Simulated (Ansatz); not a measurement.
## ZnF2 with a Zn vacancy: gradients before and after relaxing the atoms

Start: a supercell of ZnF2 (rutile type, P4_2/mnm) built from a Materials Project structure (computed, not necessarily an observed phase), with all atoms left at the host's positions.

```xyz
35
Lattice="4.7029 4.7029 0.0000 -4.7029 4.7029 0.0000 0.0000 0.0000 9.3987" Properties=species:S:1:pos:R:3 pbc="T T T"
Zn    2.3515    2.3515    4.6993
Zn    2.3515    2.3515    7.8322
Zn   -2.3515    2.3515    1.5664
Zn   -2.3515    2.3515    4.6993
Zn   -2.3515    2.3515    7.8322
Zn    0.0000    0.0000    0.0000
Zn    0.0000    0.0000    3.1329
Zn    0.0000    0.0000    6.2658
Zn    0.0000    4.7029    0.0000
Zn    0.0000    4.7029    3.1329
Zn    0.0000    4.7029    6.2658
F     3.2773    3.2773    0.0000
F     3.2773    3.2773    3.1329
F     3.2773    3.2773    6.2658
F    -1.4256    3.2773    0.0000
F    -1.4256    3.2773    3.1329
F    -1.4256    3.2773    6.2658
F    -0.9258    5.6288    1.5664
F    -0.9258    5.6288    4.6993
F    -0.9258    5.6288    7.8322
F    -0.9258    0.9258    1.5664
F    -0.9258    0.9258    4.6993
F    -0.9258    0.9258    7.8322
F     1.4256    1.4256    0.0000
F     1.4256    1.4256    3.1329
F     1.4256    1.4256    6.2658
F     1.4256    6.1286    0.0000
F     1.4256    6.1286    3.1329
F     1.4256    6.1286    6.2658
F     0.9258    3.7771    1.5664
F     0.9258    3.7771    4.6993
F     0.9258    3.7771    7.8322
F    -3.7771    3.7771    1.5664
F    -3.7771    3.7771    4.6993
F    -3.7771    3.7771    7.8322
```

Atoms are numbered from 1 in the order listed; like atoms form one site, named after its first atom.

All values are calculated (Ansatz; DFT, PBE, plane waves and PAW, scalar-relativistic, collinear spin, 420 eV cutoff, Γ-centred 3×3×2 k-points, Fermi–Dirac smearing 0.01 eV), not measured. Start moments as typed (μB): 0 0 0 0 0 0 0 0 0 0 0 0.5 0.5 0 0 0 0 0.5 0 0 0 0 0 0.5 0.5 0 0 0 0 0.5 0 0 0 0 0 by atom.

The largest force at the start is 1.4 eV/Å. Relaxing the ions at fixed cell moves them by 0.166 Å at most (atom 13, F) and 0.065 Å rms.

```
site  atom  moved (Å)               first shell before                first shell after  V_zz before (10²¹ V/m²)  η before
 Zn1     1      0.092               6 F at 2.02–2.04 Å               6 F at 1.95–2.09 Å                     2.29      0.42
 Zn3     3      0.000               6 F at 2.02–2.04 Å               6 F at 2.02–2.04 Å                    -1.16      0.85
 Zn6     6      0.004               6 F at 2.02–2.04 Å               6 F at 1.91–2.07 Å                     2.67      0.70
 Zn8     8      0.000               6 F at 2.02–2.04 Å               6 F at 2.03–2.05 Å                     2.14      0.49
 Zn9     9      0.060               6 F at 2.02–2.04 Å               6 F at 1.98–2.06 Å                    -3.01      0.96
 F12    12      0.166  2 Zn at 2.02–2.04 Å, angle 130°  2 Zn at 1.91–1.95 Å, angle 140°                    15.81      0.38
 F14    14      0.035              3 Zn at 2.02–2.04 Å              3 Zn at 2.05–2.09 Å                    -9.43      0.47
 F18    18      0.030       2 Zn at 2.04 Å, angle 100°        2 Zn at 1.98 Å, angle 99°                    14.20      0.95
 F21    21      0.003              3 Zn at 2.02–2.04 Å              3 Zn at 2.02–2.04 Å                   -11.35      0.27
 F22    22      0.035              3 Zn at 2.02–2.04 Å              3 Zn at 2.00–2.07 Å                    -9.71      0.37
```

Question: How do the gradients change?

Answer: 

```tsv
site	atom	V_zz after	η after	change of V_zz
Zn1	1	-1.22	0.08	–
Zn3	3	-1.48	0.36	-0.32
Zn6	6	-1.01	0.56	–
Zn8	8	-2.01	0.05	–
Zn9	9	2.52	0.58	–
F12	12	17.27	0.21	+1.46
F14	14	-9.73	0.31	-0.30
F18	18	-11.95	0.57	–
F21	21	-11.04	0.30	+0.31
F22	22	-10.03	0.42	-0.32
```

The largest change of V_zz along a kept axis is on F12, from 15.81 to 17.27. The whole tensor moves most on F18, by 4.81 along its most changed direction. In per cent, |V_zz| changes by -3 to +9 on F (all sites that start above 2, bar those whose gradient vanishes or changes sign or whose main axis turns by over 40°). Where |V_zz| stays above 0.1 and the axes keep their order, η moves most on Zn3, from 0.85 to 0.36. On F18, Zn9, Zn6, Zn1, Zn8 the largest principal value lies along another axis in the second run, so the two V_zz can't be compared directly. The table leaves out 5 of the 15 sites, with |V_zz| up to 9.80; their tensors move by 0.68 at most along any direction. The statements above cover all sites. The host's own positions weren't relaxed first, so part of the change far from the defect can be the host's relaxation.

The defect repeats with the cell of 35 atoms, so it feels its images: sites between two images don't show the values beside a lone defect, and zeros or small values of η there can come from the images' arrangement. F and Zn carry a gradient in the pure host already, so the values there aren't the defect's effect alone. The defect cell has no gap above 0.1 eV on its mesh, so the values can hang on the smearing and the k-mesh.
Before: The neighbours have not yet relaxed around the defect (largest force 1.4 eV/Å), so a real crystal will differ.
After: The relaxation keeps the symmetry of the vacancy's site, so distortions that break it, Jahn–Teller ones too, aren't explored.
